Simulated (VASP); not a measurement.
The system is MnO.

```
CELL_PARAMETERS angstrom
0.00000 2.22200 2.22200
2.22200 0.00000 2.22200
2.22200 2.22200 0.00000
ATOMIC_POSITIONS crystal
Mn 0.00000 0.00000 0.00000
O 0.50000 0.50000 0.50000
```

Base run:

- Program: VASP 6.6.1
- Functional: LDA
- Potentials or basis: VASP PAW LDA potentials, release 64 (Mn_pv, O)
- Cutoff: 520 eV
- k mesh: 7 × 7 × 7
- Occupations: gaussian, width 0.05 eV
- Spin: collinear spin, zero start
- Starting moments: [0.0, 0.0] μB
- Hubbard terms: Mn d U = 5 eV

Its results: band gap on the k mesh none (metal or under the smearing width); pressure -38.9 GPa; net moment 1.00 μB per cell.

Problem. After a change of settings the same cell gave: band gap on the k mesh none (metal or under the smearing width); pressure -35.2 GPa; net moment 0.00 μB per cell. Which change was it?
A. spin from collinear spin, zero start to collinear spin, ferromagnetic start; moments at the start from [0.0, 0.0] to [4.0, 0.0]
B. hubbard terms from Mn d U = 5 eV to Mn d U = 7 eV; further incar settings from ALGO = Normal; EDIFF = 1e-06 to ALGO = Fast; EDIFF = 1e-06; NBANDS = 20
C. functional from LDA to r2SCAN; potentials or basis from VASP PAW LDA potentials, release 64 (Mn_pv, O) to VASP PAW PBE potentials, release 64 (Mn_pv, O)

Solution. B.

Caveats: a pressure of tens of GPa on the cell as given is suspect, and the run, the potentials or the cell itself is likely at fault; a cell with one magnetic atom can't hold antiferromagnetic order, which such compounds often take (some runs).
